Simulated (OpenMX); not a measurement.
## Sb under changes of volume

One of the cells (30.206 Å³/atom); the others are scaled copies at fixed shape and fractional positions:

```
Sb
1.0
     2.15420    1.24373    3.75800
    -2.15420    1.24373    3.75800
     0.00000   -2.48746    3.75800
Sb
2
Direct
  0.76651 0.76651 0.76651
  0.23349 0.23349 0.23349
```

```yaml
Program: OpenMX 3.8.5
Functional: PBE
Potentials_or_basis: OpenMX 2013 PBE set, Sb7.0-s3p2d2f1, fixed grid of 48 × 48 × 48 points
k_mesh: 9 × 9 × 9
Occupations: fermi-dirac, width 0.05 eV
Spin: no spin polarisation
```

| volume (Å³/atom) | energy over the lowest point (meV/atom) | largest force (eV/Å) |
| --- | --- | --- |
| 28.393 | 107.43 | 0.809 |
| 28.998 | 76.05 | 0.647 |
| 29.602 | 50.84 | 0.506 |
| 30.206 | 31.06 | 0.410 |
| 30.810 | 16.25 | 0.280 |
| 31.414 | ? | ? |
| 32.018 | 0.00 | 0.089 |

Question: What does the run at 31.414 Å³/atom give?

Answer: Energy over the lowest point 6.12 meV/atom; largest force 0.166 eV/Å.

Worked out: A Birch-Murnaghan fit of order 3 (a polynomial in V^(-2/3)) to the other rows has its minimum at 32.70 Å³/atom, just outside them, with B0 = V·E''(V) = 49 GPa and B' = 3.9 at fixed shape and positions, which overstates the stiffness. It gives 6.05 meV/atom at 31.414 Å³/atom, against the run's 6.12.

Energies are extrapolated to zero smearing.

Caveats: the basis of atomic orbitals isn't converged, which shifts pressures, moduli and gaps.
